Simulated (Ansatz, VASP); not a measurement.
**Two plane-wave programs on Al2Au**

```xyz
3
Lattice="0.0000 3.0000 3.0000 3.0000 0.0000 3.0000 3.0000 3.0000 0.0000" Properties=species:S:1:pos:R:3 pbc="T T T"
Au    0.0000    0.0000    0.0000
Al    4.5000    4.5000    4.5000
Al    1.5000    1.5000    1.5000
```

Alike in both runs: functional PBEsol; k mesh 8 × 8 × 8; occupations fermi-dirac, width 0.05 eV; non-collinear spin, spin-orbit coupling.

|  | VASP | Ansatz |
| --- | --- | --- |
| version | VASP 6.6.1 | Ansatz 0.2.0 |
| potentials or method | VASP PAW PBE potentials, release 64 (Au, Al) | Ansatz PAW |
| plane-wave cutoff (eV) | 520 | 420 |
| valence electrons in the cell | 17 | 25 |
| task | single point | band structure |

|  | VASP | Ansatz | Ansatz less VASP |
| --- | --- | --- | --- |
| gap on the k mesh at the Fermi level (eV) | none | none | - |
| pressure (GPa) | -0.7 | -0.7 | -0.06 |
| net moment per atom (μB) | 0.00 | 0.00 | 0.000 |

A gap of «none» marks a metal or a gap that the smearing closes. The functional is the same, so the differences come from potentials, cutoffs and numerics. The two sets of potentials don't hold the same shells in valence.

Caveats: the PAW data sets were made with another functional, which shifts forces and pressure a little (VASP); the PAW data sets come from PBE, with cores solved anew for the run's functional, which leaves a small shift of forces and pressure (Ansatz).
